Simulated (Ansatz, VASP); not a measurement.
WS: VASP beside Ansatz

The input INCAR:

```
ALGO = Normal ; EDIFF = 1E-6
ENCUT = 520 ; GGA = PE
ISIF = 2 ; ISMEAR = -1
LASPH = T ; LCHARG = T
LELF = T ; LREAL = F
LVHAR = T ; LWAVE = F
NBANDS = 17 ; NELM = 80
PREC = Accurate ; SIGMA = 0.05
```

The input KPOINTS:

```
k-points
0
Gamma
  8 8 8
```

POSCAR

```
WS
1.0
    3.4676627110      0.0000000000      0.0000000000
    0.0000000000      3.4676627110      0.0000000000
    0.0000000000      0.0000000000      3.4676627110
W S
1 1
Direct
    0.5000000000      0.5000000000      0.5000000000
    0.0000000000      0.0000000000      0.0000000000
```

The input input.yaml:

```yaml
crystal:
  lattice:
    - [3.467662711, 0.0, 0.0]
    - [0.0, 3.467662711, 0.0]
    - [0.0, 0.0, 3.467662711]
  atoms:
    - { symbol: W, position: [0.5, 0.5, 0.5] }
    - { symbol: S, position: [0.0, 0.0, 0.0] }
kpoints:
  mp_grid: { grid: [8, 8, 8] }
scf:
  occupations: { method: fermi_dirac, width: 0.05 }
hamiltonian:
  xc: pbe
  pseudopotentials: { kind: all_electron, lapw: { basis_error: 0.0005 } }
output:
  forces: true
  stress: true
  eigenvalues: true
```

Change from the starting cell: volume scaled by 1.02.

Alike in both runs: task single point; functional PBE; k mesh 8 × 8 × 8; occupations fermi-dirac, width 0.05 eV; no spin polarisation.

|  | VASP | Ansatz |
| --- | --- | --- |
| version | VASP 6.6.1 | Ansatz 0.2.0 |
| potentials or method | VASP PAW PBE potentials, release 64 (W_sv, S) | all-electron LAPW, scalar-relativistic |
| plane-wave cutoff (eV) | 520 | see its input |

|  | VASP | Ansatz | Ansatz less VASP |
| --- | --- | --- | --- |
| gap on the k mesh at the Fermi level (eV) | none | none | - |
| pressure (GPa) | -35.4 | -35.4 | +0.01 |

A gap of «none» marks a metal or a gap that the smearing closes. Ansatz ran all-electron here, so the differences hold the error of VASP's frozen core and of both bases.

Caveats: the cell as given lies far from equilibrium (VASP); so large a pressure means that the cell lies far from this level's equilibrium, or that cutoff or potentials fall short (VASP). The runs have no spin-orbit coupling, so splittings on W are missing.
